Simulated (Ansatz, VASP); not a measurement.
# Pt: VASP beside Ansatz

File POSCAR:

```
Pt
1.0
    2.7606656158      0.0000000000      0.0000000000
   -1.3803328079      2.3908065546      0.0000000000
    0.0000000000      0.0000000000      4.7921340000
Pt
2
Direct
    0.3333333333      0.6666666667      0.2500000000
    0.6666666667      0.3333333333      0.7500000000
```

Contents of INCAR.step1:

```
SYSTEM = Pt
PREC = Accurate
ENCUT = 520
ISMEAR = -1
SIGMA = 0.05
LREAL = .False.
LASPH = .True.
NELM = 80
NBANDS = 17
GGA = PE
ALGO = Normal
EDIFF = 1E-4
LWAVE = .True.
LCHARG = .False.
```

File INCAR.step2:

```
SYSTEM = Pt
PREC = Accurate
ENCUT = 520
EDIFF = 1E-7
ISMEAR = -1
SIGMA = 0.05
LREAL = .False.
LASPH = .True.
NELM = 80
ALGO = Normal
ISIF = 2
LWAVE = .False.
LCHARG = .False.
METAGGA = R2SCAN
LMIXTAU = .True.
NBANDS = 17
ISTART = 1
```

Contents of KPOINTS:

```
Automatic mesh
0
Gamma
  11 11 6
  0 0 0
```

input.yaml

```yaml
crystal:
  lattice:
    - [2.7606656158, 0.0, 0.0]
    - [-1.3803328079, 2.3908065546, 0.0]
    - [0.0, 0.0, 4.792134]
  atoms:
    - { symbol: Pt, position: [0.3333333333, 0.6666666667, 0.25] }
    - { symbol: Pt, position: [0.6666666667, 0.3333333333, 0.75] }
hamiltonian:
  xc: r2scan
  pseudopotentials: { kind: paw }
kpoints:
  mp_grid: { grid: [11, 11, 6] }
scf:
  occupations: { method: fermi_dirac, width: 0.05 }
output:
  forces: true
  stress: true
  eigenvalues: true
```

This isn't the form of Pt at room conditions, which is fcc.

Alike in both runs: task single point; functional r2SCAN; k mesh 11 × 11 × 6; occupations fermi-dirac, width 0.05 eV; no spin polarisation.

|  | VASP | Ansatz |
| --- | --- | --- |
| version | VASP 6.6.1 | Ansatz 0.2.0 |
| potentials or method | VASP PAW PBE potentials, release 64 (Pt) | Ansatz PAW |
| plane-wave cutoff (eV) | 520 | 500 |
| valence electrons in the cell | 20 | 36 |

```csv
,VASP,Ansatz,Ansatz less VASP
gap on the k mesh at the Fermi level (eV),none,none,-
pressure (GPa),-5.7,-6.2,-0.56
largest component of the traceless stress (GPa),0.20,0.41,+0.210
```

A gap of «none» marks a metal or a gap that the smearing closes. The two sets of potentials don't hold the same shells in valence.

Caveats: the PAW data sets were made with another functional, which shifts forces and pressure a little (VASP); the PAW data sets come from PBE, with cores solved anew for the run's functional, which leaves a small shift of forces and pressure (Ansatz). The runs have no spin-orbit coupling, so splittings on Pt are missing.
